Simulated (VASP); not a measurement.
Wanted: the native input for a VASP 6.6.1 run.

| Quantity | Value |
| --- | --- |
| Task | evGW0 quasiparticle levels |
| Functional | PBEsol |
| Potentials or basis | VASP PAW PBE potentials, release 64 (Ag_GW, Cl_GW) |
| Cutoff | 450 eV |
| k mesh | 4 × 4 × 4 |
| Occupations | gaussian, width 0.01 eV |
| Spin | no spin polarisation |
| Cutoff of the response function | 150 |
| Frequency points | 48 |
| Empty bands | 170 |
| GW scheme | evGW0 |
| GW iterations | 4 |
| Further INCAR settings | ALGO = EVGW0; EDIFF = 1e-08; NBANDS = 179 |

The system is AgCl (Chlorargyrite).

```
Ag Cl
1.0
     0.00000    2.73500    2.73500
     2.73500    0.00000    2.73500
     2.73500    2.73500    0.00000
Ag Cl
1 1
Direct
  0.00000 0.00000 0.00000
  0.50000 0.50000 0.50000
```

One way to write it, as run:

POSCAR

```
AgCl
1.0
    0.0000000000      2.7350000000      2.7350000000
    2.7350000000      0.0000000000      2.7350000000
    2.7350000000      2.7350000000      0.0000000000
Ag Cl
1 1
Direct
    0.0000000000      0.0000000000      0.0000000000
    0.5000000000      0.5000000000      0.5000000000
```

INCAR.step1

```
PREC = Accurate
ENCUT = 450
EDIFF = 1E-8
ISMEAR = 0
SIGMA = 0.01
LREAL = F
LASPH = T
NELM = 100
ALGO = Fast
LWAVE = T
LCHARG = F
GGA = PS
```

INCAR.step2

```
PREC = Accurate
ENCUT = 450
EDIFF = 1E-8
ISMEAR = 0
SIGMA = 0.01
LREAL = F
LASPH = T
NELM = 1
ALGO = Exact
LWAVE = T
LCHARG = F
GGA = PS
NBANDS = 179
LOPTICS = T
ISTART = 1
```

INCAR.step3

```
PREC = Accurate
ENCUT = 450
EDIFF = 1E-8
ISMEAR = 0
SIGMA = 0.01
LREAL = F
LASPH = T
ALGO = EVGW0
LWAVE = F
LCHARG = F
GGA = PS
NELMGW = 4
NBANDS = 179
ENCUTGW = 150
NOMEGA = 48
PRECFOCK = Fast
ISTART = 1
NBANDSGW = 17
```

KPOINTS

```
Automatic mesh
0
Gamma
  4 4 4
```

Potentials or basis: VASP PAW PBE potentials, release 64 (Ag_GW, Cl_GW).

Command:

```sh
$ cat potpaw_PBE.64/Ag_GW/POTCAR potpaw_PBE.64/Cl_GW/POTCAR > POTCAR
$ cp INCAR.step1 INCAR
$ mpirun -np 1 vasp_std > vasp.out
$ cp INCAR.step2 INCAR
$ mpirun -np 1 vasp_std > vasp.out
$ cp INCAR.step3 INCAR
$ mpirun -np 1 vasp_std > vasp.out
```

It gave:

| Item | Value |
| --- | --- |
| Band gap on the k mesh, mean-field level | 0.72 eV, indirect (least direct gap 3.22 eV) |
| Quasiparticle gap | 2.61 eV |
| Least direct quasiparticle gap | 4.79 eV |

Caveat: the k mesh is coarse (spacing up to 0.50 Å⁻¹), so the values aren't converged; bands, screening cutoff and mesh are small and nothing is extrapolated, so the quasiparticle values aren't converged.

It took 7.5 min on 1 thread of Intel(R) Xeon(R) 6975P-C (Granite Rapids), on a shared host, peak memory 0.39 GiB.
